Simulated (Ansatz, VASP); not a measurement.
NaH in VASP and in Ansatz

```
CELL_PARAMETERS angstrom
0.00000 2.44000 2.44000
2.44000 0.00000 2.44000
2.44000 2.44000 0.00000
ATOMIC_POSITIONS crystal
Na 0.00000 0.00000 0.00000
H 0.50000 0.50000 0.50000
```

Alike in both runs: task electric field gradients; functional PBE; k mesh 13 × 13 × 13; occupations fermi-dirac, width 0.02 eV; no spin polarisation.

|  | VASP | Ansatz |
| --- | --- | --- |
| version | VASP 6.6.1 | Ansatz 0.2.0 |
| potentials or method | VASP PAW PBE potentials, release 64 (Na_pv, H) | PAW with Ansatz's default frozen-core files, scalar-relativistic |
| plane-wave cutoff (eV) | 520 | 420 |
| valence electrons in the cell | 8 | 10 |

```tsv
	VASP	Ansatz	Ansatz less VASP
gap on the k mesh at the Fermi level (eV)	3.86	3.86	+0.002
pressure (GPa)	-0.7	-0.7	+0.04
Vzz of the field gradient on the site that differs most (V/Å²)	0.0	0.0	0.00
```

The two sets of potentials don't hold the same shells in valence.

Caveats: an odd mesh through Γ misses points on the zone boundary, where band edges often lie.
